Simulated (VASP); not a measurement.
# Mn (Im-3m) in VASP: a series of runs, part 2 of 2

VASP 6.6.1. The steps go on from the part before.

## (5) Band structure, revPBE+D3(BJ)+U, collinear spin, random start (cell strained at random at fixed volume)

POSCAR reads:

```
Mn
1.0
   -1.6025440000      1.5254280000      1.5142150000
    1.5991940000     -1.5534200000      1.5388570000
    1.5583680000      1.5092440000     -1.5422070000
Mn
1
Direct
    0.0480090000      0.0297430000     -0.0215360000
```

INCAR.step1 reads:

```
SYSTEM = Mn
PREC     = Accurate       ! precision mode
ENCUT    = 520            ! plane-wave cutoff, eV
EDIFF    = 1E-7           ! SCF threshold, eV
ISMEAR   = -1             ! smearing method
SIGMA    = 0.1            ! smearing width, eV
LREAL    = .False.        ! projectors in reciprocal space
LASPH    = .True.         ! aspherical terms in the spheres
NELM     = 100            ! most SCF steps
ALGO     = Normal         ! electronic algorithm
ISIF     = 2              ! what is computed and relaxed
LWAVE    = .False.        ! write WAVECAR
LCHARG   = .True.         ! write CHGCAR
ISPIN    = 2              ! spin polarisation
MAGMOM   = -4.6           ! initial moments
LORBIT   = 11             ! projections on sites
LMAXMIX  = 4              ! l up to which the mixer works
LDAU     = .True.         ! DFT+U
LDAUTYPE = 2            
LDAUL    = 2              ! shell
LDAUU    = 3.5            ! U, eV
LDAUJ    = 0.5          
LDAUPRINT= 1            
GGA      = RE             ! functional
IVDW     = 12             ! dispersion correction
```

KPOINTS.step1 reads:

```
Automatic mesh
0
Gamma
  12 12 12
  0 0 0
```

INCAR.step2 reads:

```
SYSTEM = Mn
PREC     = Accurate       ! precision mode
ENCUT    = 520            ! plane-wave cutoff, eV
EDIFF    = 1E-7           ! SCF threshold, eV
ISMEAR   = 0              ! smearing method
SIGMA    = 0.05           ! smearing width, eV
LREAL    = .False.        ! projectors in reciprocal space
LASPH    = .True.         ! aspherical terms in the spheres
NELM     = 100            ! most SCF steps
ALGO     = Normal         ! electronic algorithm
ISIF     = 2              ! what is computed and relaxed
LWAVE    = .False.        ! write WAVECAR
LCHARG   = .False.        ! write CHGCAR
ISPIN    = 2              ! spin polarisation
MAGMOM   = -4.6           ! initial moments
LORBIT   = 11             ! projections on sites
LMAXMIX  = 4              ! l up to which the mixer works
LDAU     = .True.         ! DFT+U
LDAUTYPE = 2            
LDAUL    = 2              ! shell
LDAUU    = 3.5            ! U, eV
LDAUJ    = 0.5          
LDAUPRINT= 1            
GGA      = RE             ! functional
IVDW     = 12             ! dispersion correction
ICHARG   = 11             ! starting density
```

KPOINTS.step2 reads:

```
path XGY,LGZ,NGM,RG
10
line-mode
reciprocal
 0.0000000000 -0.5000000000  0.0000000000  X
 0.0000000000  0.0000000000  0.0000000000  G

 0.0000000000  0.0000000000  0.0000000000  G
-0.5000000000  0.5000000000  0.0000000000  Y

-0.5000000000  0.0000000000  0.0000000000  L
 0.0000000000  0.0000000000  0.0000000000  G

 0.0000000000  0.0000000000  0.0000000000  G
 0.5000000000  0.0000000000 -0.5000000000  Z

 0.5000000000 -0.5000000000 -0.5000000000  N
 0.0000000000  0.0000000000  0.0000000000  G

 0.0000000000  0.0000000000  0.0000000000  G
 0.0000000000  0.5000000000 -0.5000000000  M

 0.0000000000  0.0000000000 -0.5000000000  R
 0.0000000000  0.0000000000  0.0000000000  G
```

Potentials or basis: VASP PAW PBE potentials, release 64 (Mn_pv).

On the command line:

```sh
$ cat potpaw_PBE.64/Mn_pv/POTCAR > POTCAR
$ cp INCAR.step1 INCAR
$ cp KPOINTS.step1 KPOINTS
$ mpirun -np 1 vasp_std > vasp.out
$ cp INCAR.step2 INCAR
$ cp KPOINTS.step2 KPOINTS
$ mpirun -np 1 vasp_std > vasp.out
```

OUTCAR:

```text
SYSTEM = Mn
   PREC = Accurate
   ENCUT = 520
   EDIFF = 1E-7
   ISMEAR = 0
   LREAL = .False.
   LASPH = .True.
   NELM = 100
   ISIF = 2
   ISPIN = 2
   LORBIT = 11
   GGA = RE
   IVDW = 12
   ICHARG = 11
 IVDW          = 12

 ion  position               nearest neighbor table
   1  0.048  0.030  0.978-

  LATTYP: Found a triclinic cell.
 ALAT       =     6.8447761722
 B/A-ratio  =     0.6347151366
 C/A-ratio  =     0.3916900280
 COS(alpha) =     0.0061733739
 COS(beta)  =     0.2577229205
[... 266 lines left out ...]
  --------------------------------------------------------------------------------------
  -------------------------------------------------------------------------------------
  Total       6.36961     5.79205     5.70468     0.32912     0.16451     0.04660
  in kB     697.87667   634.59736   625.02413    36.05902    18.02406     5.10585
  external pressure =      652.50 kB  Pullay stress =        0.00 kB

 VOLUME and BASIS-vectors are now :
 -----------------------------------------------------------------------------
  energy-cutoff  :      520.00
  volume of cell :       14.62
      direct lattice vectors                 reciprocal lattice vectors
    -1.602544000  1.525428000  1.514215000     0.005004656  0.332647180  0.330594308
     1.599194000 -1.553420000  1.538857000     0.317154896  0.007641949  0.327957016
     1.558368000  1.509244000 -1.542207000     0.321379787  0.334234778  0.003417057

 POSITION                                       TOTAL-FORCE (eV/Angst)
 -----------------------------------------------------------------------------------
      1.49544      1.50377     -1.39053        -0.000000      0.000000      0.000000
 -----------------------------------------------------------------------------------
    total drift:                               -0.000100     -0.000025     -0.000038

  FREE ENERGIE OF THE ION-ELECTRON SYSTEM (eV)
  ---------------------------------------------------
  free  energy   TOTEN  =       -11.1909735194 eV

  energy  without entropy=      -11.1905158641  energy(sigma->0) =      -11.19074469

 total charge

# of ion       s       p       d       tot
------------------------------------------
    1        0.614   6.157   4.817  11.588

 magnetization (x)

# of ion       s       p       d       tot
------------------------------------------
    1       -0.003  -0.080  -4.497  -4.581
```

Wall time 3.3 min (1 thread of Intel Xeon Platinum 8488C (Sapphire Rapids), shared host); peak memory 0.34 GiB.

What came out:

```
Band gap along the path    : none (metal or under the smearing width)
Net moment                 : -4.01 μB per cell
Dispersion energy per atom : -0.521 eV
```

Levels at the corners of the path, in eV from the Fermi level:
Spin up:
| point | band 1 | band 2 | band 3 | band 4 | band 5 | band 6 | band 7 | band 8 |
| --- | --- | --- | --- | --- | --- | --- | --- | --- |
| X | -45.82 | -45.59 | -45.50 | -2.13 | -0.23 | 1.01 | 3.21 | 3.57 |
| Γ | -45.50 | -45.50 | -45.49 | -7.66 | 2.04 | 2.18 | 2.40 | 3.13 |
| Γ | -45.50 | -45.50 | -45.49 | -7.66 | 2.04 | 2.18 | 2.40 | 3.13 |
| Y | -45.79 | -45.59 | -45.50 | -2.18 | -0.42 | 0.93 | 3.31 | 3.69 |
| L | -45.83 | -45.61 | -45.50 | -2.05 | 0.20 | 0.69 | 3.51 | 3.59 |
| Γ | -45.50 | -45.50 | -45.49 | -7.66 | 2.04 | 2.18 | 2.40 | 3.13 |
| Γ | -45.50 | -45.50 | -45.49 | -7.66 | 2.04 | 2.18 | 2.40 | 3.13 |
| Z | -45.81 | -45.60 | -45.50 | -2.14 | -0.27 | 1.00 | 3.23 | 3.59 |
| N | -45.76 | -45.72 | -45.68 | -1.46 | -1.34 | 4.54 | 4.66 | 4.81 |
| Γ | -45.50 | -45.50 | -45.49 | -7.66 | 2.04 | 2.18 | 2.40 | 3.13 |
| Γ | -45.50 | -45.50 | -45.49 | -7.66 | 2.04 | 2.18 | 2.40 | 3.13 |
| M | -45.79 | -45.60 | -45.51 | -2.10 | -0.11 | 0.68 | 3.57 | 3.69 |
| R | -45.84 | -45.61 | -45.49 | -2.09 | 0.02 | 0.98 | 3.18 | 3.54 |
| Γ | -45.50 | -45.50 | -45.49 | -7.66 | 2.04 | 2.18 | 2.40 | 3.13 |
Spin down:
```
point  band 7  band 8  band 9  band 10  band 11  band 12
    X   -2.58   -1.83   -0.73     4.30    14.85    15.93
    Γ   -3.82   -2.76   -2.62    19.48    20.18    20.54
    Γ   -3.82   -2.76   -2.62    19.48    20.18    20.54
    Y   -2.48   -1.87   -0.89     4.05    14.85    16.13
    L   -2.53   -1.77   -0.37     4.85    13.83    14.90
    Γ   -3.82   -2.76   -2.62    19.48    20.18    20.54
    Γ   -3.82   -2.76   -2.62    19.48    20.18    20.54
    Z   -2.56   -1.83   -0.76     4.25    14.53    16.33
    N   -2.03   -1.93    6.27     7.35     7.58    11.65
    Γ   -3.82   -2.76   -2.62    19.48    20.18    20.54
    Γ   -3.82   -2.76   -2.62    19.48    20.18    20.54
    M   -2.45   -1.82   -0.61     4.47    14.04    15.30
    R   -2.59   -1.78   -0.52     4.62    14.52    15.56
    Γ   -3.82   -2.76   -2.62    19.48    20.18    20.54
```

Caveat: the log is that of the step along the path at fixed density, whose energy, stress, charges and moments have no meaning; the PAW data sets were made with another functional, which shifts forces and pressure a little; pairwise dispersion overbinds metals, which lowers pressure and volume; the U is typed as a test and isn't derived for this compound. The state reached can hang on the start; a lower one may exist.

## (6) Single point, revPBE+D4+U, collinear spin, ferrimagnetic start

run.py reads:

```python
from ase.calculators.vasp import Vasp
from ase.dft.bandgap import bandgap
from ase.io import read

atoms = read('Mn.xyz')
atoms.set_initial_magnetic_moments([4.0, -2.0])
calc = Vasp(
    directory='calc',
    xc='revpbe',
    pp='PBE',
    setups='recommended',
    prec='Accurate',
    encut=520,
    ediff=1e-07,
    ismear=0,
    sigma=0.05,
    lreal=False,
    lasph=True,
    nelm=150,
    algo='Normal',
    isif=2,
    lwave=False,
    lcharg=False,
    ispin=2,
    lorbit=11,
    lmaxmix=4,
    ldautype=1,
    ldauprint=1,
    ivdw=13,
    ldau_luj={'Mn': {'L': 2, 'U': 6, 'J': 0.5}},
    kpts=[9, 9, 9],
    gamma=True,
)
atoms.calc = calc

print('energy (eV):', atoms.get_potential_energy())
print('free energy (eV):', atoms.get_potential_energy(force_consistent=True))
print('forces (eV/A):')
print(atoms.get_forces())
print('stress (eV/A^3, Voigt):', atoms.get_stress())
print('Fermi level (eV):', calc.get_fermi_level())
print('moment (muB):', atoms.get_magnetic_moment())
print('site moments (muB):', atoms.get_magnetic_moments())
gap, top, bottom = bandgap(calc)
print('band gap (eV):', gap, 'from (spin, k, band)', top, 'to', bottom)
```

Mn.xyz reads:

```xyz
2
Lattice="3.0810000000 0.0000000000 0.0000000000 0.0000000000 3.0810000000 0.0000000000 0.0000000000 0.0000000000 3.0810000000" Properties=species:S:1:pos:R:3 pbc="T T T"
Mn     0.0000000000      0.0000000000      0.0000000000
Mn     1.5405000000      1.5405000000      1.5405000000
```

Potentials or basis: VASP PAW PBE potentials, release 64 (Mn_pv).

On the command line:

```sh
$ python run.py
```

The program printed:

```text
energy (eV): -12.40517058
free energy (eV): -12.4054847
forces (eV/A):
[[0. 0. 0.]
 [0. 0. 0.]]
stress (eV/A^3, Voigt): [-0.16065103 -0.16065103 -0.16065103  0.          0.         -0.        ]
Fermi level (eV): 8.94883625
moment (muB): -5.5e-05
site moments (muB): [ 4.388 -4.388]
band gap (eV): 0.0 from (spin, k, band) (None, None, None) to (None, None, None)
```

OUTCAR:

```text
ENCUT = 520.000000
   EDIFF = 1.00e-07
   GGA = RE
   PREC = Accurate
   ISIF = 2
   ISMEAR = 0
   ISPIN = 2
   LORBIT = 11
   NELM = 150
   IVDW = 13
   LASPH = .TRUE.
   LREAL = .FALSE.

 ion  position               nearest neighbor table
   1  0.000  0.000  0.000-   2 2.67   2 2.67   2 2.67   2 2.67   2 2.67   2 2.67   2 2.67   2 2.67

   2  0.500  0.500  0.500-   1 2.67   1 2.67   1 2.67   1 2.67   1 2.67   1 2.67   1 2.67   1 2.67

  LATTYP: Found a simple cubic cell.
[... 1077 lines left out ...]

 POSITION                                       TOTAL-FORCE (eV/Angst)
 -----------------------------------------------------------------------------------
      0.00000      0.00000      0.00000         0.000000      0.000000      0.000000
      1.54050      1.54050      1.54050         0.000000      0.000000      0.000000
 -----------------------------------------------------------------------------------
    total drift:                                0.000000      0.000000     -0.000000

  FREE ENERGIE OF THE ION-ELECTRON SYSTEM (eV)
  ---------------------------------------------------
  free  energy   TOTEN  =       -12.4054846969 eV

  energy  without entropy=      -12.4048564470  energy(sigma->0) =      -12.40517057

 total charge

# of ion       s       p       d       tot
------------------------------------------
    1        0.374   6.333   4.834  11.541
    2        0.374   6.333   4.834  11.541
--------------------------------------------------
tot          0.748  12.665   9.668  23.081

 magnetization (x)

# of ion       s       p       d       tot
------------------------------------------
    1        0.082   0.077   4.229   4.388
    2       -0.082  -0.077  -4.229  -4.388
--------------------------------------------------
tot         -0.000  -0.000  -0.000  -0.000
```

INCAR:

```text
ENCUT = 520.000000
SIGMA = 0.050000
EDIFF = 1.00e-07
ALGO = Normal
GGA = RE
PREC = Accurate
ISIF = 2
ISMEAR = 0
ISPIN = 2
LDAUPRINT = 1
LDAUTYPE = 1
LMAXMIX = 4
LORBIT = 11
NELM = 150
IVDW = 13
LASPH = .TRUE.
LCHARG = .FALSE.
LWAVE = .FALSE.
LREAL = .FALSE.
LDAU = .TRUE.
LDAUL = 2
LDAUU = 6.000
LDAUJ = 0.500
MAGMOM = 1*4.0000 1*-2.0000
```

Run time: 25 s. Hardware: 1 thread of Intel Xeon Platinum 8488C (Sapphire Rapids), shared host; peak memory 0.16 GiB.

What came out:

```
Free energy                                           : -12.4055 eV
Pressure                                              : 25.7 GPa
Band gap on the k mesh                                : none (metal or under the smearing width)
Net moment                                            : 0.00 μB per cell
Site moments                                          : Mn +4.39, -4.39 μB
Valence electrons inside the program's atomic spheres : Mn 11.54
Dispersion energy per atom                            : -0.477 eV
```

Eigenvalues of the final occupation matrices:
| site | spin | trace | eigenvalues |
| --- | --- | --- | --- |
| site 1 d | 1 | 4.55 | 0.90 0.90 0.90 0.92 0.92 |
| site 1 d | 2 | 0.31 | 0.03 0.03 0.08 0.08 0.08 |
| site 2 d | 1 | 0.31 | 0.03 0.03 0.08 0.08 0.08 |
| site 2 d | 2 | 4.55 | 0.90 0.90 0.90 0.92 0.92 |

Caveat: the PAW data sets were made with another functional, which shifts forces and pressure a little; pairwise dispersion overbinds metals, which lowers pressure and volume; the U is typed as a test and isn't derived for this compound. The state reached can hang on the start; a lower one may exist.

## (7) For comparison

An earlier run on the cell as given: functional PBE; potentials or basis VASP PAW PBE potentials, release 64 (Mn_pv); cutoff 520 eV; k mesh 12 × 12 × 12; occupations fermi-dirac, width 0.05 eV; collinear spin, ferromagnetic start; starting moments [4.0] μB.

- Pressure: -10.2 GPa
- Band gap on the k mesh: none (metal or under the smearing width)
- Net moment: 3.05 μB per cell
- Site moments: Mn +2.97 μB
- Valence electrons inside the program's atomic spheres: Mn 11.56

## (8) Overview

| task | level | potentials or basis | spin | U | fixed moment (μB) | cell | k mesh | cutoff (eV) | smearing | LDAUTYPE | hund's J | supercell matrix | other keys | gap on the mesh (eV) | pressure (GPa) | moment (μB) |
| --- | --- | --- | --- | --- | --- | --- | --- | --- | --- | --- | --- | --- | --- | --- | --- | --- |
| density of states | r2SCAN+U | VASP PAW PBE potentials, release 64 (Mn) | collinear, random start | Mn d U = 3 eV | 3 | as given | 9 × 9 × 9 | 500 | tetrahedron | - | - | - | several, not listed | - | 6.6 | 3.00 |
| single point | RPBE+D4+U | VASP PAW PBE potentials, release 54 (Mn_pv) | collinear, ferromagnetic start | Mn d U = 3 eV | - | cell strained at random at fixed volume | 12 × 12 × 12 | 520 | gaussian 0.1 eV | - | - | - | - | none | 17.5 | 4.01 |
| electron localisation function | PBEsol+D3+U | VASP PAW PBE potentials, release 54 (Mn) | collinear, random start | Mn d U = 5 eV, J = 0.5 eV | 0 | volume scaled by 1.25 | 12 × 12 × 12 | 500 | methfessel-paxton 0.1 eV | 1 | 0.5 | - | - | - | -10.5 | 0.00 |
| band structure | revPBE+D3(BJ)+U | VASP PAW PBE potentials, release 64 (Mn_pv) | collinear, random start | Mn d U = 3.5 eV, J = 0.5 eV | - | cell strained at random at fixed volume | 12 × 12 × 12 | 520 | fermi-dirac 0.1 eV | 2 | 0.5 | - | - | - | - | 4.01 |
| single point | revPBE+D4+U | VASP PAW PBE potentials, release 64 (Mn_pv) | collinear, ferrimagnetic start | Mn d U = 6 eV, J = 0.5 eV | - | as given | 9 × 9 × 9 | 520 | gaussian 0.05 eV | 1 | 0.5 | [0, 1, 1, 1, 0, 1, 1, 1, 0] | - | none | 25.7 | 0.00 |
| single point | PBE | VASP PAW PBE potentials, release 64 (Mn_pv) | collinear, ferromagnetic start | - | - | as given | 12 × 12 × 12 | 520 | fermi-dirac 0.05 eV | - | - | - | - | none | -10.2 | 3.05 |

Caveats: the PAW data sets were made with another functional, which shifts forces and pressure a little (some runs); the U is typed as a test and isn't derived for this compound (some runs); pairwise dispersion overbinds metals, which lowers pressure and volume (some runs); the moment is held away from its start (some runs); the total moment is fixed, so each spin has its own Fermi level (some runs).

Absolute energies hang on the potentials; compare differences alone.
